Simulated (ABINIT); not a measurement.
Crystal: Fe.

```
CELL_PARAMETERS angstrom
2.43416 0.00000 0.00000
-1.21708 2.10804 0.00000
0.00000 0.00000 3.84193
ATOMIC_POSITIONS crystal
Fe 0.66667 0.33333 0.75000
Fe 0.33333 0.66667 0.25000
```

This isn't the form of Fe at room conditions, which is bcc.

Program: ABINIT 10.8.3 (patched build). Alike in all runs: task single point; potentials or basis JTH PAW PBE v2.0; spin collinear, ferromagnetic start; cell as given; smearing fermi-dirac 0.05 eV; the mesh is coarse, so values aren't converged. Hardware: 1 thread of Arm Neoverse V2, on a shared host.

Question: Order these runs on this cell by their wall time, lowest first.
A. level PBEsol; k mesh 7 × 7 × 4; cutoff (eV) 463; fine-grid cutoff 925.187 eV
B. level r2SCAN; k mesh 5 × 5 × 3; cutoff (eV) 544; fine-grid cutoff 1088.46 eV
C. level PBE; k mesh 5 × 5 × 3; cutoff (eV) 463; fine-grid cutoff 925.187 eV

Answer: C (13 s), A (29 s), B (67 s).

Caveats: all runs use coarse meshes.
